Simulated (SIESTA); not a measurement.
Nb:

```
CELL_PARAMETERS angstrom
-1.66395 1.66395 1.66395
1.66395 -1.66395 1.66395
1.66395 1.66395 -1.66395
ATOMIC_POSITIONS crystal
Nb 0.00000 0.00000 0.00000
```

```yaml
Program: SIESTA 5.4.2
Task: single point
Functional: PBE
Potentials_or_basis: PseudoDojo 0.4 standard (PBE files)
Basis: DZP (energy shift 0.003 Ry; two zetas on semicore shells)
Grid_cutoff: 800 Ry
Energy_shift: 0.003 Ry
k_mesh: 11 × 11 × 11
Occupations: fermi-dirac, width 0.05 eV
Spin: no spin polarisation
```

On this cell: pressure -0.7 GPa; band gap on the k mesh none (metal or under the smearing width).

The same run follows on a disturbed copy (cell strained at random at fixed volume):

```
CELL_PARAMETERS angstrom
-1.65481 1.66189 1.66310
1.61189 -1.66978 1.62806
1.70285 1.71781 -1.67098
ATOMIC_POSITIONS crystal
Nb 0.99711 0.99235 0.00528
```

Problem. What changes?

Solution. The energy (extrapolated to zero smearing) moves by +3.4 meV/atom; pressure -0.7 GPa; band gap on the k mesh none (metal or under the smearing width).

Stress tensor (GPa, compression positive):
```
-0.25 -0.68  0.48
-0.68 -2.27  0.16
 0.48  0.16  0.45
```

Caveats: the basis of atomic orbitals isn't converged, which shifts pressures, moduli and gaps.
